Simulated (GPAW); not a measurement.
A run of GPAW 26.7.0 is set up as follows.

run.py

```python
import numpy as np
from ase import Atoms
from ase.dft.bandgap import bandgap
from ase.io import write
from gpaw import GPAW, PW
from gpaw.response.df import DielectricFunction

atoms = Atoms(['Sr', 'Cl', 'Cl'],
              cell=[[0.0, 3.48835, 3.48835],
                    [3.48835, 0.0, 3.48835],
                    [3.48835, 3.48835, 0.0]],
              scaled_positions=[[0.0, 0.0, 0.0],
                                [0.75, 0.75, 0.75],
                                [0.25, 0.25, 0.25]],
              pbc=True)

calc = GPAW(mode=PW(450),
            xc='LDA',
            kpts={'size': (5, 5, 5), 'gamma': True},
            occupations={'name': 'fermi-dirac', 'width': 0.001},
            nbands=22,
            convergence={'density': 1e-06},
            maxiter=150,
            txt='gpaw.txt')
atoms.calc = calc
energy = atoms.get_potential_energy()
calc.write('gs.gpw')
write('result.traj', atoms)
print(f'Energy: {energy:.6f} eV')
print('Fermi level:', round(calc.get_fermi_level(), 4), 'eV')
print(f'Gap: {bandgap(calc)[0]:.4f} eV, direct: {bandgap(calc, direct=True)[0]:.4f} eV')

for size in [(12, 12, 12), (17, 17, 17)]:
    name = 'x'.join(str(n) for n in size)
    dense = calc.fixed_density(kpts={'size': size, 'gamma': True},
                               nbands=48, convergence={'bands': 42, 'eigenstates': 1e-7},
                               update_fermi_level=True, txt=f'dense-{name}.txt')
    dense.write(f'{name}.gpw', mode='all')
    df = DielectricFunction(f'{name}.gpw', frequencies=np.array([0.0]), hilbert=False, eta=0.001,
                            ecut=80, nbands=42, intraband=False, txt=f'df-{name}.txt')
    for xc in ['RPA', 'LR0.2', 'ALDA']:
        for direction in ['x', 'y', 'z', [0, 1, 1], [1, 0, 1], [1, 1, 0]]:
            e0, e = df.get_macroscopic_dielectric_constant(xc=xc, direction=direction)
            print(f'{name} {xc} {direction}: {e0:.4f} without, {e:.4f} with local fields')
```

Potentials or basis: the program's PAW data sets (release 1.2.1) made for this functional, pw.

The run is started by

```sh
$ OMP_NUM_THREADS=1 python run.py
```

(1) What does it give for the electronic dielectric tensor (diagonal)?

(2) Predict the band gap on the k mesh.

Results:

(1) 2.83.

(2) 4.96 eV, indirect (least direct gap 5.23 eV).

Caveat: the long-wavelength limit can be off by a per cent or two; an odd mesh through Γ misses points on the zone boundary, where band edges often lie.
